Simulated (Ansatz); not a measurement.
# Fe (Fmmm) in Ansatz: elastic constants with PBEsol

Aim: the elastic constants of Fe with PBEsol.

All numbers are computed with Ansatz 0.2.0; they aren't measurements. Logs are shortened: lines on timing, memory, paths and dates and some standing lists are left out, and cuts for length are marked.

### 1 The crystal as given

Symmetry: Fmmm, No. 69, orthorhombic system. Conventional cell: a = 2.997 Å, b = 3.883 Å, c = 3.930 Å, α = 90.00°, β = 90.00°, γ = 90.00°. Fe (site symmetry mmm) has 12 Fe at 2.45 to 2.76 Å as nearest neighbours.

### 2 Elastic constants, PBEsol, collinear spin, ferromagnetic start

input.yaml reads:

```yaml
crystal:
  lattice:
    - [0.0, 1.9417396906, 1.9651051623]
    - [1.4984397099, 0.0, 1.9651051623]
    - [1.4984397099, 1.9417396906, 0.0]
  atoms:
    - { symbol: Fe, position: [0.0, 0.0, 0.0], spin: 3.0 }
hamiltonian:
  xc: pbesol
  pseudopotentials: { kind: paw }
magnetization:
  spin_polarized: true
kpoints:
  mp_grid: { grid: [10, 10, 10] }
scf:
  occupations: { method: fermi_dirac, width: 0.05 }
output:
  forces: true
  stress: true
elastic:
  mode: relaxed_ion
  stencil: two_point
```

Potentials or basis: Ansatz PAW.

Command:

```sh
$ ansatz run input.yaml --threads 2 --pin off --max-ram 5632MiB --backend cpu --events-out ev --progress --plain --runs-dir out
```

Log:

```text
Warning: RAYON_NUM_THREADS=2 ignored (pool sized by the plan → 2); use --threads N
Engine: ansatz 0.2.0, aarch64-unknown-linux-gnu
Pseudopotentials: kind: paw
Pseudopotential: Fe, paw, valence charge 16, recommended cutoff 420 eV (normal), Fe.paw.azcp
Functional definition: PBEsol
  exchange = pbesol_x
  correlation = pbesol_c
Crystal: 1 atoms, lattice volume = 11.435 Å³
Basis set: ecut = 420 eV, 221 PW (Γ), exchange–correlation on 40×36×36 points (8 copies of the dense FFT grid, shifted against one another)
Bands: 14, of which v1, the nominal top of the filled ones, is band 8 counted from 1 (7 counted from 0)
Symmetry: 8 space group operations
Space group: Fmmm (ITA 69), of the structure as read, at distance tolerance 2.3e-5 Å
Magnetic group: BNS 69.521 (UNI 619), of the structure as read, at distance tolerance 2.3e-5 Å
k-points: 171 of 1000
Non-local potential: Fe, projectors of the file, l = 0: 3, l = 1: 2, l = 2: 3, l = 3: 1
PAW form: soft (Blöchl's): semilocal exchange-correlation on the pseudo side does not see the compensation charge
PAW frozen core: Fe, regenerated for the run's functional, and the local potential with it (the file was generated under x = pbe(κ = 0.804, μ = 0.2195149727645171), c = pbe(β = 0.06672455060314922))
PAW one-centre angular grid: Fe, 590 points (default); XC on 64 Gauss nodes
Initial density: superposition of atomic densities (chi_scale 0.1, normalization cell)
Starting moments: Σ|m| = 3 μB on 1 of 1 site
Initial wavefunctions: pseudopotential atomic-orbital guess
Functional: x = pbesol(κ = 0.804, μ = 0.12345679012345678), c = pbesol(β = 0.046)
SCF 1 converged in 9 iterations: F = -4448.815470 eV  dr2 = 3.88e-9
a single point of the input's cell can leave the moments in the input for a lower state (scf.lower_state_search): this run first made a single point of its cell. This run's own SCFs start from the density of the state that the single point found, with the moments in the input. The single point stayed on the moments in the input.
Initial density: read from a saved state, or passed on in memory by an earlier SCF of this step, an earlier step, the calling program or the single point that the run made first
Stability of the state it starts from, as read at its close in the collinear treatment: not read negative (Ritz values of 1 − χ₀K, real part plus size of imaginary part, from 0.75 to 0.99, by its mixing steps under the symmetry group of the SCF that read it); its run was given moments
Starting moments: Σ|m| = 3 μB on 1 of 1 site; this step starts from the density that it was given
iter 1 solved again at ethr=1.50e-9 eV; its pass at ethr=3.10e-3 eV (dr2=2.40e-7 eV) is discarded
SCF iter   1: F=—  HF=-4448.815470 eV  |F-HF|=—  |Δ(HF+E_count)|=         —  Δρ=3.57e-6 (↑9.47e-7 ↓3.57e-6)  dr2=7.82e-10  dr2_m=4.90e-10  M=2.169 μB ∫|m|=2.268 μB  β_m=0.65  ethr=1.50e-9  ⟨swp⟩=3.2  Hψ=38217  notcnv=0
preconditioner: auto → none  [metal: Δε(μ)=0.012 eV  Ē_g=14.914 eV  σ=0.050 eV  W_gap=0.06  n_scr=0 (ndim 8)  ℏωp=31.1 eV  f_vac=0.000  D(μ)=0.91/eV (n_scr^D=12)]
SCF iter   2: F=—  HF=-4448.815470 eV  |F-HF|=—  |Δ(HF+E_count)|=  7.06e-10  Δρ=3.32e-6 (↑3.32e-6 ↓1.08e-6)  dr2=3.34e-10  dr2_m=4.68e-10  M=2.169 μB ∫|m|=2.268 μB  β_m=0.53  ethr=4.89e-12  ⟨swp⟩=2.3  Hψ=7428  notcnv=0
SCF iter   3: F=—  HF=-4448.815470 eV  |F-HF|=—  |Δ(HF+E_count)|=  1.28e-10  Δρ=1.40e-6 (↑3.32e-7 ↓1.40e-6)  dr2=2.20e-10  dr2_m=3.77e-11  M=2.169 μB ∫|m|=2.268 μB  β_m=0.52  ethr=2.09e-12  ⟨swp⟩=2.0  Hψ=7309  notcnv=0
SCF iter   4: F=—  HF=-4448.815470 eV  |F-HF|=—  |Δ(HF+E_count)|=  1.02e-10  Δρ=7.48e-8 (↑4.40e-8 ↓7.48e-8)  dr2=2.94e-13  dr2_m=1.46e-13  M=2.169 μB ∫|m|=2.268 μB  β_m=0.62  ethr=1.37e-12  ⟨swp⟩=2.2  Hψ=6428  notcnv=0
SCF iter   5: F=—  HF=-4448.815470 eV  |F-HF|=—  |Δ(HF+E_count)|=  1.00e-11  Δρ=9.81e-8 (↑9.81e-8 ↓4.38e-8)  dr2=1.45e-12  dr2_m=1.36e-13  M=2.169 μB ∫|m|=2.268 μB  β_m=0.62  ethr=1.84e-15 (applied; sched 1.00e-12)  ⟨swp⟩=2.2  Hψ=7507  notcnv=0
SCF iter   6: F=—  HF=-4448.815470 eV  |F-HF|=—  |Δ(HF+E_count)|=  5.46e-12  Δρ=5.50e-8 (↑5.50e-8 ↓1.51e-8)  dr2=3.54e-13  dr2_m=6.50e-14  M=2.169 μB ∫|m|=2.268 μB  β_m=0.81  ethr=9.06e-15 (applied; sched 1.00e-12)  ⟨swp⟩=2.3  Hψ=6619  notcnv=0
SCF iter   7: F=—  HF=-4448.815470 eV  |F-HF|=—  |Δ(HF+E_count)|=  2.73e-12  Δρ=1.03e-8 (↑1.03e-8 ↓4.20e-9)  dr2=1.55e-14  dr2_m=1.35e-15  M=2.169 μB ∫|m|=2.268 μB  β_m=0.79  ethr=2.21e-15 (applied; sched 1.00e-12)  ⟨swp⟩=2.0  Hψ=7568  notcnv=0
SCF iter   8: F=-4448.815470 eV  HF=-4448.815470 eV  |F-HF|=0.00e0  |Δ(HF+E_count)|=    0.00e0  Δρ=2.29e-9 (↑2.29e-9 ↓1.24e-9)  dr2=9.55e-16  dr2_m=5.59e-17  M=2.169 μB ∫|m|=2.268 μB  ethr=1.00e-12  ⟨swp⟩=2.0  Hψ=13894  notcnv=0
SCF 2 converged in 8 iterations: F = -4448.815470 eV  dr2 = 9.55e-16
Crystal: 1 atoms, lattice volume = 11.412 Å³
Initial density: handed on by an earlier stage of this run
Initial wavefunctions: those handed on with the density
iter 1 solved again at ethr=2.06e-7 eV; its pass at ethr=3.10e-3 eV (dr2=3.29e-5 eV) is discarded
SCF iter   1: F=—  HF=-4448.817811 eV  |F-HF|=—  |Δ(HF+E_count)|=         —  Δρ=7.65e-4 (↑7.65e-4 ↓2.87e-4)  dr2=3.34e-5  dr2_m=2.37e-5  M=2.166 μB ∫|m|=2.265 μB  β_m=0.30  ethr=2.06e-7  ⟨swp⟩=2.2  Hψ=29699  notcnv=0  defer=183
preconditioner: auto → none  [metal: Δε(μ)=0.008 eV  Ē_g=14.937 eV  σ=0.050 eV  W_gap=0.04  n_scr=0 (ndim 8)  ℏωp=31.1 eV  f_vac=0.000  D(μ)=0.91/eV (n_scr^D=12)]
SCF iter   2: F=—  HF=-4448.817812 eV  |F-HF|=—  |Δ(HF+E_count)|=   6.10e-7  Δρ=3.38e-4 (↑2.23e-4 ↓3.38e-4)  dr2=1.36e-6  dr2_m=7.75e-6  M=2.166 μB ∫|m|=2.265 μB  β_m=0.33  ethr=2.06e-7  ⟨swp⟩=2.3  Hψ=5888  notcnv=0  defer=183
SCF iter   3: F=—  HF=-4448.817808 eV  |F-HF|=—  |Δ(HF+E_count)|=   3.84e-6  Δρ=2.68e-4 (↑2.68e-4 ↓2.16e-4)  dr2=6.31e-7  dr2_m=5.93e-6  M=2.166 μB ∫|m|=2.265 μB  β_m=0.47  ethr=8.51e-9  ⟨swp⟩=2.1  Hψ=6731  notcnv=0  defer=183
SCF iter   4: F=—  HF=-4448.817810 eV  |F-HF|=—  |Δ(HF+E_count)|=   2.08e-6  Δρ=8.69e-5 (↑6.23e-5 ↓8.69e-5)  dr2=4.67e-8  dr2_m=5.75e-7  M=2.165 μB ∫|m|=2.264 μB  β_m=0.73  ethr=3.94e-9  ⟨swp⟩=2.5  Hψ=6596  notcnv=0  defer=183
SCF iter   5: F=—  HF=-4448.817810 eV  |F-HF|=—  |Δ(HF+E_count)|=   2.46e-7  Δρ=1.40e-5 (↑1.40e-5 ↓5.27e-6)  dr2=1.64e-8  dr2_m=5.92e-9  M=2.165 μB ∫|m|=2.264 μB  β_m=0.86  ethr=2.92e-10  ⟨swp⟩=2.0  Hψ=6879  notcnv=0  defer=183
[... 120 lines left out ...]
SCF iter   4: F=—  HF=-4448.815455 eV  |F-HF|=—  |Δ(HF+E_count)|=  7.19e-11  Δρ=7.92e-7 (↑7.92e-7 ↓1.80e-7)  dr2=3.78e-11  dr2_m=2.06e-11  M=2.169 μB ∫|m|=2.268 μB  β_m=0.68  ethr=1.00e-12  ⟨swp⟩=2.1  Hψ=11575  notcnv=0  defer=202
SCF iter   5: F=—  HF=-4448.815455 eV  |F-HF|=—  |Δ(HF+E_count)|=  1.82e-12  Δρ=2.10e-7 (↑2.10e-7 ↓7.80e-8)  dr2=2.56e-12  dr2_m=1.49e-12  M=2.169 μB ∫|m|=2.268 μB  β_m=0.84  ethr=2.36e-13 (applied; sched 1.00e-12)  ⟨swp⟩=1.6  Hψ=7920  notcnv=0  defer=538
SCF iter   6: F=-4448.815455 eV  HF=-4448.815455 eV  |F-HF|=0.00e0  |Δ(HF+E_count)|=    0.00e0  Δρ=2.74e-8 (↑1.45e-8 ↓2.74e-8)  dr2=2.52e-14  dr2_m=3.71e-14  M=2.169 μB ∫|m|=2.268 μB  ethr=1.00e-12  ⟨swp⟩=2.6  Hψ=26808  notcnv=0
SCF 14 converged in 6 iterations: F = -4448.815455 eV  dr2 = 2.52e-14
SCF converged after 8 iterations
Magnetization: 2.1693 μB (9.0846 up, 6.9154 down)
Absolute magnetization: 2.2682 μB (∫|ρ↑−ρ↓|, with the PAW one-centre terms)
Spin contamination: 0.0323 ħ² per cell (⟨S²⟩ above its minimum at these occupations)
Per-site moments (μB) at R_I (Å): [(2.2056300356497194, 1.011733477502028)]
Free energy (F): -4448.815470 eV
Harris-Foulkes:  -4448.815470 eV  (|F-HF|=0.00e0)
Internal energy: -4448.808055 eV  (E = F + TS)
E sigma→0 (E₀):  -4448.811762 eV
Entropy (-TS):   -0.007416 eV (-7.416 meV/atom)
Fermi energy:    18.268710 eV
--- Per-component energies (eV) ---
  E_band       = -214.879228
  E_kinetic    = 350.451027
  E_local      = -2072.367078  (includes V_loc(G=0)·N_el)
  E_nonlocal   = 219.733563
  E_hartree    = 867.953078
  E_xc         = -117.044887
  E_vxc        = -151.332027  (∫ρ·V_xc dr)
  E_paw        = -1334.828933  (= ΣΔE_a)
  E_vpaw       = -297.271823  (= ΣTr[D̂ρ^β])
  E_aug_tail   = 0.000952  (compensation charges beyond the density's cutoff)
  E_ewald      = -2362.884979
  E_core_change = 0.179202  (= ΣΔE_core)
  E_smearing   = -0.007416  (= −TS)
  E_closure    = -0.000000  (closes the sum)
  Σ components = -4448.815470   (vs F -4448.815470, Δ=0.00e0)
--- Forces (eV/Å), atoms counted from 1 ---
  atom   1  Fe     0.00000000     0.00000000    -0.00000000
  max |Σ_I F_I| component: 1.23e-31 eV/Å
--- Stress (GPa, compression-positive) ---
      -16.563191       0.000000      -0.000000
        0.000000      -6.948664      -0.000000
       -0.000000      -0.000000      -8.447547
  P = ⅓ Tr σ = -10.6531 GPa (-106.531 kbar)
--- Band table (eV; the first three rows and the last of 342) ---
  k-point 0 ↑: bands = ["-69.5350", "-35.4693", "-35.4626", "-35.4553", "9.6596", "15.7861", "15.8834", "16.2302", "16.9568", "17.3513", "41.3636", "42.8570", "43.1149", "47.4270"]
  k-point 1 ↑: bands = ["-69.5277", "-35.5047", "-35.4719", "-35.4625", "10.0603", "15.7977", "15.8838", "16.3205", "16.8978", "17.3083", "39.8412", "41.8399", "42.7860", "46.2490"]
  k-point 2 ↑: bands = ["-69.5085", "-35.6086", "-35.5026", "-35.4632", "11.1707", "15.6638", "15.7449", "16.8301", "16.8427", "17.2640", "35.6473", "40.2608", "42.3256", "44.5194"]
  k-point 170 ↓: bands = ["-66.8688", "-33.3488", "-33.0939", "-32.9402", "14.5780", "16.1036", "19.1671", "20.1388", "20.2881", "20.8778", "27.3225", "35.4216", "37.1548", "41.0967"]
--- Elastic constants: 6 strain directions × 2 members + reference (group order 8) ---
  dense FFT box of the reference and of every strained cell: 20×18×18
  strains applied: 11, 22, 33, 23, 13, 12; error gains: componentwise 1.00 (the most a stress slope's error grows in a printed constant), spectral 1.00 (1 for all six strains in a standard setting)
  C = ∂σ_k/∂η_j (tension-positive GPa; Voigt order 11 22 33 23 13 12):
       171.705    128.012    135.671     -0.000     -0.000     -0.000
       137.670    291.334    142.503     -0.000     -0.000     -0.000
       143.708    140.909    266.793     -0.000     -0.000     -0.000
         0.000      0.000     -0.000    101.693     -0.000      0.000
        -0.000      0.000     -0.000     -0.000    102.963      0.000
        -0.000     -0.000      0.000      0.000      0.000    119.001
  reference stress σ⁰ (GPa):     16.563      6.949      8.448      0.000      0.000     -0.000
  C* (energy form; C + prestress term) asymmetry max|C*_kj − C*_jk| = 9.540e-2 GPa — a small one proves nothing (zero by symmetry where the batch's group is 432, −43m or m−3m); a large one is finite-difference/SCF noise where every solve meets its electron count
  moduli (Voigt/Reuss/Hill, GPa): K = 173.14/160.24/166.69   G = 85.77/68.85/77.31   E = 200.88   ν = 0.299
  mechanically stable: yes (min eigenvalue of sym C = 65.37 GPa)
  strain η (Voigt 11):  stress-route row diagonal C_11 = 171.71 GPa, energy-path curvature d²(F+E_count+ΔE)/dδ²/Ω₀ = 171.17 GPa
         δ    σ_11 (GPa)             F (eV)   n_scf  n_hpsi   n_pw
    -2.000e-3      16.2141       -4448.8178103       9   95044    236   relax 0 steps, max|allowed force component| 0.00e0 eV/Å
     2.000e-3      16.9009       -4448.8130825       7   79698    238   relax 0 steps, max|allowed force component| 0.00e0 eV/Å
  strain η (Voigt 22):  stress-route row diagonal C_22 = 291.33 GPa, energy-path curvature d²(F+E_count+ΔE)/dδ²/Ω₀ = 289.33 GPa
         δ    σ_22 (GPa)             F (eV)   n_scf  n_hpsi   n_pw
    -2.000e-3       6.3564       -4448.8164205       9   94654    238   relax 0 steps, max|allowed force component| 0.00e0 eV/Å
     2.000e-3       7.5217       -4448.8144371       8   81139    238   relax 0 steps, max|allowed force component| 0.00e0 eV/Å
  strain η (Voigt 33):  stress-route row diagonal C_33 = 266.79 GPa, energy-path curvature d²(F+E_count+ΔE)/dδ²/Ω₀ = 266.82 GPa
         δ    σ_33 (GPa)             F (eV)   n_scf  n_hpsi   n_pw
    -2.000e-3       7.9094       -4448.8166359      10   96866    238   relax 0 steps, max|allowed force component| 0.00e0 eV/Å
     2.000e-3       8.9765       -4448.8142254       7   74874    238   relax 0 steps, max|allowed force component| 0.00e0 eV/Å
  strain η (Voigt 23):  stress-route row diagonal C_44 = 101.69 GPa, energy-path curvature d²(F+E_count+ΔE)/dδ²/Ω₀ = 96.20 GPa
         δ    σ_23 (GPa)             F (eV)   n_scf  n_hpsi   n_pw
    -2.000e-3      -0.2034       -4448.8154566       8  147655    238   relax 0 steps, max|allowed force component| 0.00e0 eV/Å
     2.000e-3       0.2034       -4448.8154566       7  119503    238   relax 0 steps, max|allowed force component| 0.00e0 eV/Å
  strain η (Voigt 13):  stress-route row diagonal C_55 = 102.96 GPa, energy-path curvature d²(F+E_count+ΔE)/dδ²/Ω₀ = 95.31 GPa
         δ    σ_13 (GPa)             F (eV)   n_scf  n_hpsi   n_pw
    -2.000e-3      -0.2059       -4448.8154574       9  157057    238   relax 0 steps, max|allowed force component| 0.00e0 eV/Å
     2.000e-3       0.2059       -4448.8154574       7  119977    238   relax 0 steps, max|allowed force component| 0.00e0 eV/Å
  strain η (Voigt 12):  stress-route row diagonal C_66 = 119.00 GPa, energy-path curvature d²(F+E_count+ΔE)/dδ²/Ω₀ = 112.96 GPa
         δ    σ_12 (GPa)             F (eV)   n_scf  n_hpsi   n_pw
    -2.000e-3      -0.2380       -4448.8154552       9  154876    238   relax 0 steps, max|allowed force component| 0.00e0 eV/Å
     2.000e-3       0.2380       -4448.8154552       6  126833    238   relax 0 steps, max|allowed force component| 0.00e0 eV/Å
```

It took 30 s on 2 threads of Arm Neoverse V2, shared host; peak memory 0.36 GiB.

What came out:

- Free energy: -4448.8155 eV
- Pressure: -10.7 GPa
- Band gap on the k mesh: none (metal or under the smearing width)
- Net moment: 2.17 μB per cell
- Absolute moment: 2.27 μB per cell
- Site moments: Fe +2.21 μB
- Voigt bulk modulus: 173 GPa

Elastic tensor in Voigt notation (GPa, in the Cartesian axes of the cell as first typed):
```
172 128 136   0   0   0
138 291 142   0   0   0
144 141 267   0   0   0
  0   0   0 102   0   0
  0   0   0   0 103   0
  0   0   0   0   0 119
```

Caveat: the cell is more than 3 GPa from zero pressure, which shifts response properties; elastic constants of metals need much finer meshes, so these are rough; the PAW data sets come from PBE, with cores solved anew for the run's functional, which leaves a small shift of forces and pressure.
